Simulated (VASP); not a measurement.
## MoS2 under changes of volume

One of the cells (51.749 Å³/atom); the others are scaled copies at fixed shape and fractional positions:

```
Mo S
1.0
     3.20521    0.00000    0.00000
    -1.60261    2.77580    0.00000
     0.00000    0.00000   17.44940
Mo S
1 2
Cartesian
  0.0000 0.0000 0.0000
  0.0000 1.8505 15.8878
  0.0000 1.8505 1.5616
```

* Program: VASP 6.6.1
* Functional: PBEsol
* Potentials or basis: VASP PAW PBE potentials, release 64 (Mo_sv, S)
* Cutoff: 520 eV
* k mesh: 10 × 10 × 2
* Occupations: fermi-dirac, width 0.05 eV
* Spin: no spin polarisation

```tsv
volume (Å³/atom)	energy over the lowest point (meV/atom)	gap on the mesh (eV)	largest force (eV/Å)
47.690	?	?	?
48.705	3.09	1.86	0.563
49.720	0.00	1.80	0.194
51.749	14.15	1.69	0.461
52.764	30.01	1.64	0.752
53.779	50.91	1.59	1.021
```

What does the run at 47.690 Å³/atom give?

Energy over the lowest point 14.01 meV/atom; gap on the mesh 1.92 eV; largest force 0.962 eV/Å.

Worked out: A Birch-Murnaghan fit of order 3 (a polynomial in V^(-2/3)) to the other rows has its minimum at 49.64 Å³/atom with B0 = V·E''(V) = 55 GPa and B' = 4.4 at fixed shape and positions, which overstates the stiffness. It gives 14.03 meV/atom at 47.690 Å³/atom, against the run's 14.01. A straight line through the other rows of the gap, of slope -2.72 eV per unit of ln V, extrapolates to 1.91 eV, against the run's 1.92.

Energies are extrapolated to zero smearing.

Caveats: the PAW data sets were made with another functional, which shifts forces and pressure a little.

A mesh can miss the band edges. Spin-orbit coupling on Mo is left out.
